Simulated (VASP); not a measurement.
Runs of VASP 6.6.1 on BN (Qingsongite). Symmetry: F-43m, No. 216, cubic system. The conventional cell has a = 3.607 Å, b = 3.607 Å, c = 3.607 Å, α = 90.00°, β = 90.00°, γ = 90.00°. Around B (site symmetry -43m) lie 4 N at 1.56 Å. N (site symmetry -43m) has 4 B at 1.56 Å as nearest neighbours. 

```tsv
task	level	potentials or basis	cell	cutoff (eV)	gap on the mesh (eV)	pressure (GPa)
band structure	TB-mBJ	VASP PAW PBE potentials, release 64 (B, N)	F-43m, 5.86 Å³/atom	520	5.80	-
relaxation of cell and atoms	PBEsol	VASP PAW PBE potentials, release 64 (B, N)	relaxed	600	(b)	0.0
band structure	r2SCAN	VASP PAW PBE potentials, release 64 (B, N)	F-43m, 5.86 Å³/atom	520	4.98	2.1
band structure	LDA	VASP PAW LDA potentials, release 64 (B, N)	F-43m, 5.86 Å³/atom	520	4.35	(a)
```

Alike in all rows: no spin polarisation; k mesh 14 × 14 × 14; smearing gaussian 0.03 eV.

Question: Estimate the missing entries.

Answer: (a) -7.5; (b) 4.28.

Caveats: the PAW data sets were made with another functional, which shifts forces and pressure a little (some runs).

A k mesh can miss the band edges.

Runs at the PBE level aren't shown here.
